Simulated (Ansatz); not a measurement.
## Ansatz run on a (001) slab of NaBr (cut from a parent of space group no. 225; 8 atoms in the cell): self-consistent single point

Level of theory: PBE (plane waves, PAW; Ansatz, a program for electronic structure).

This input was run:

Ansatz 0.2 input:
```yaml
crystal:
  lattice:
    - [4.200320, 0.000000, 0.000000]
    - [-4.200320, 4.200320, 0.000000]
    - [0.000000, 0.000000, 22.910189]
  atoms:
    - { symbol: Br, position: [0.000000, 0.500000, 0.435177] }
    - { symbol: Br, position: [0.000000, 0.000000, 0.305541] }
    - { symbol: Br, position: [0.000000, 0.500000, 0.694459] }
    - { symbol: Br, position: [0.000000, 0.000000, 0.564818] }
    - { symbol: Na, position: [0.000000, 0.000000, 0.435177] }
    - { symbol: Na, position: [0.000000, 0.500000, 0.305541] }
    - { symbol: Na, position: [0.000000, 0.000000, 0.694459] }
    - { symbol: Na, position: [0.000000, 0.500000, 0.564818] }
basis:
  ecutwfc: 420.0 eV
kpoints:
  mp_grid:
    grid: [5, 5, 1]
hamiltonian:
  xc: pbe
  pseudopotentials:
    kind: paw
scf:
  occupations:
    method: fermi_dirac
    width: 0.02 eV
output:
  forces: true
  eigenvalues: true
  stress: true
```

Output (repeated stretches shortened):

```
WARN the atoms were moved onto the symmetric positions of the space group found under crystal.symmetry.tolerance 1.0e-5 (fractional …
WARN ansatz: RAYON_NUM_THREADS=1 ignored (pool sized by the plan → 1); use --threads N
Pseudopotentials: kind: paw
Pseudopotential: Br, paw, valence charge 7
Pseudopotential: Na, paw, valence charge 9
Crystal: 8 atoms, lattice volume = 404.197 Å³
Basis set: ecut = 420 eV, 7801 PW (Γ), exchange–correlation on 60×80×320 points (8 copies of the dense FFT grid, shifted against one another)
Bands: 40, of which v1, the nominal top of the filled ones, is band 32 counted from 1 (31 counted from 0)
Symmetry: 16 space group operations
Space group: P4/nmm (ITA 129), of the structure as read, at distance tolerance 7.4e-5 Å
k-points: 6 of 25
Initial density: superposition of atomic densities (neutral atoms: chi_scale 0, normalization atom), corrected by the library's trained network
Initial wavefunctions: pseudopotential atomic-orbital guess
Eigensolver: davidson
Functional: x = pbe(κ = 0.804, μ = 0.2195149727645171), c = pbe(β = 0.06672455060314922)
SCF iter   1: F=—  HF=-17090.763916 eV  |F-HF|=—  |Δ(HF+E_count)|=         —  Δρ=3.12e-4  dr2=9.15e-4  ethr=1.77e-3  ⟨swp⟩=12.0  Hψ=1208  notcnv=0
all-band conjugate gradients solve this SCF's bands
preconditioner: auto → Resta (q_TF=auto, 2.007 Å⁻¹)
SCF iter   2: F=—  HF=-17090.763599 eV  |F-HF|=—  |Δ(HF+E_count)|=   3.16e-4  Δρ=2.27e-4  dr2=4.70e-4  ethr=1.43e-6  ⟨swp⟩=3.5  Hψ=654  notcnv=0  defer=15
SCF iter   3: F=—  HF=-17090.763827 eV  |F-HF|=—  |Δ(HF+E_count)|=   2.28e-4  Δρ=6.72e-5  dr2=3.85e-5  ethr=7.34e-7  ⟨swp⟩=2.2  Hψ=342  notcnv=0  defer=15
SCF iter   4: F=—  HF=-17090.764003 eV  |F-HF|=—  |Δ(HF+E_count)|=   1.76e-4  Δρ=2.69e-5  dr2=4.33e-6  ethr=6.02e-8  ⟨swp⟩=2.5  Hψ=439  notcnv=0  defer=15
SCF iter   5: F=—  HF=-17090.764011 eV  |F-HF|=—  |Δ(HF+E_count)|=   7.66e-6  Δρ=1.30e-5  dr2=9.98e-7  ethr=6.76e-9  ⟨swp⟩=2.3  Hψ=329  notcnv=0  defer=15
iter 6 met the thresholds in force, and the SCF goes on: an eigenvalue changes by 22.50 meV, over its tolerance of 10.00 meV (output.eigenvalues, Limitations)
SCF iter   6: F=-17090.764009 eV  HF=-17090.764009 eV  |F-HF|=7.45e-8  |Δ(HF+E_count)|=   1.75e-6  Δρ=3.08e-6  dr2=6.17e-8  ethr=1.56e-10  ⟨swp⟩=12.0  Hψ=1324  notcnv=0
SCF iter   7: F=-17090.764009 eV  HF=-17090.764009 eV  |F-HF|=2.66e-9  |Δ(HF+E_count)|=   9.31e-8  Δρ=6.02e-7  dr2=1.06e-9  ethr=9.63e-11  ⟨swp⟩=8.5  Hψ=999  notcnv=0
SCF 1 converged in 7 iterations: F = -17090.764009 eV  dr2 = 1.06e-9
SCF converged after 7 iterations
an eigenvalue changed by more than its tolerance at an iteration that met the thresholds in force, so the SCF went on 1 time …
Free energy (F): -17090.764009 eV
Harris-Foulkes:  -17090.764009 eV  (|F-HF|=2.66e-9)
Internal energy: -17090.764009 eV  (E = F + TS)
E sigma→0 (E₀):  -17090.764009 eV
Fermi energy:    0.018651 eV
--- Per-component energies (eV) ---
  E_band       = -1169.734307
  E_kinetic    = 1020.248508
  E_local      = -25807.972191  (includes V_loc(G=0)·N_el)
  E_nonlocal   = 741.422215
  E_hartree    = 11850.601046
  E_xc         = -1217.434862
  E_vxc        = -619.028521  (∫ρ·V_xc dr)
  E_paw        = -10038.969674  (= ΣΔE_a)
  E_vpaw       = -205.605405  (= ΣTr[D̂ρ^β])
  E_aug_tail   = -0.000207  (compensation charges beyond the density's cutoff)
  E_ewald      = 6361.341156
  E_smearing   = -0.000000  (= −TS)
  E_closure    = 0.000000  (closes the sum)
  Σ components = -17090.764009   (vs F -17090.764009, Δ=0.00e0)
--- Forces (eV/Å), atoms counted from 1 ---
  atom   1  Br     0.00000000     0.00000000    -0.00814866
  atom   2  Br     0.00000000     0.00000000    -0.21418861
  atom   3  Br     0.00000000     0.00000000     0.21418861
  atom   4  Br     0.00000000     0.00000000     0.00814866
  atom   5  Na     0.00000000    -0.00000000    -0.01221614
  atom   6  Na     0.00000000    -0.00000000     0.11847902
  atom   7  Na     0.00000000    -0.00000000    -0.11847902
  atom   8  Na     0.00000000    -0.00000000     0.01221614
  max |Σ_I F_I| component: 1.56e-17 eV/Å
--- Stress (GPa, compression-positive) ---
        0.159015       0.000000       0.000000
        0.000000       0.159015       0.000000
        0.000000       0.000000       0.361950
  P = ⅓ Tr σ = 0.2267 GPa (2.267 kbar)
  The stress holds the Pulay correction. Without it, at fixed plane waves, as pw.x and ABINIT print it: P = 0.2226 GPa
--- Band table (eV; the first three rows and the last of 6) ---
  k-point 0: bands = ["-52.0128", "-52.0128", "-51.6148", "-51.6146", "-23.9503", "-23.9503", "-23.9153", "-23.9153", "-23.9153", "-23.9153", "-23.5362", "-23.5330", "-23.5330", "-23.5306", "-23.5306", "-23.5305", "-14.8015", "-14.6945", "-14.5823", [...]
  k-point 1: bands = ["-52.0128", "-52.0128", "-51.6147", "-51.6145", "-23.9501", "-23.9501", "-23.9183", "-23.9183", "-23.9149", "-23.9149", "-23.5370", "-23.5366", "-23.5325", "-23.5323", "-23.5305", "-23.5301", "-14.7395", "-14.6469", "-14.5536", [...]
  k-point 2: bands = ["-52.0127", "-52.0127", "-51.6146", "-51.6145", "-23.9498", "-23.9498", "-23.9231", "-23.9231", "-23.9143", "-23.9143", "-23.5415", "-23.5412", "-23.5322", "-23.5311", "-23.5308", "-23.5304", "-14.6100", "-14.5613", "-14.5154", [...]
  k-point 5: bands = ["-52.0126", "-52.0126", "-51.6145", "-51.6145", "-23.9494", "-23.9494", "-23.9206", "-23.9206", "-23.9203", "-23.9203", "-23.5391", "-23.5386", "-23.5364", "-23.5353", "-23.5324", "-23.5316", "-14.5185", "-14.4995", "-14.4611", [...]
```

The run converged in 7 iterations.

The starting cell has typed, rounded lattice constants, without a prior relaxation at this level. The slab is cut from that crystal, and its faces are unrelaxed. Its lattice was rescaled by up to half a per cent. Spin polarisation is off, though cut faces can carry moments; a gap of a slab can lie between surface states.
